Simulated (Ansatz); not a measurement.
# KF (Carobbiite) in Ansatz: the effect of exact exchange

KF (Carobbiite):

```
CELL_PARAMETERS angstrom
0.00000 2.67185 2.67185
2.67185 0.00000 2.67185
2.67185 2.67185 0.00000
ATOMIC_POSITIONS crystal
K 0.00000 0.00000 0.00000
F 0.50000 0.50000 0.50000
```

Alike in all runs:

```yaml
Program: Ansatz 0.2.0
Task: single point
Functional: HSE06 form with a typed share of exact exchange
Potentials_or_basis: Ansatz PAW
Cutoff: "420 eV (not typed: the program's choice for these potentials)"
k_mesh: 5 × 5 × 5
Occupations: fermi-dirac, width 0.05 eV
Spin: no spin polarisation
```

Question: One run gave: gap on the mesh 6.58 eV; pressure 1.2 GPa. Which exact exchange did it use?
A. 0.4
B. 0.05
C. 0.5
D. 0.15
E. 0.25

Answer: B.

```csv
exact exchange,gap on the mesh (eV),pressure (GPa)
0.4,9.46,-0.1
0.5,10.31,-0.4
0.05,6.58,1.2
0.1,6.98,1.0
0.15,7.39,0.8
0.2,7.79,0.7
0.25,8.21,0.5
0.3,8.62,0.3
```

Caveats: odd divisions of the mesh miss points on the zone boundary, where band edges often lie, so the gap on the mesh can be too wide; the PAW data sets come from PBE, with cores solved anew for the run's functional, which leaves a small shift of forces and pressure; the thresholds are loose for stress.

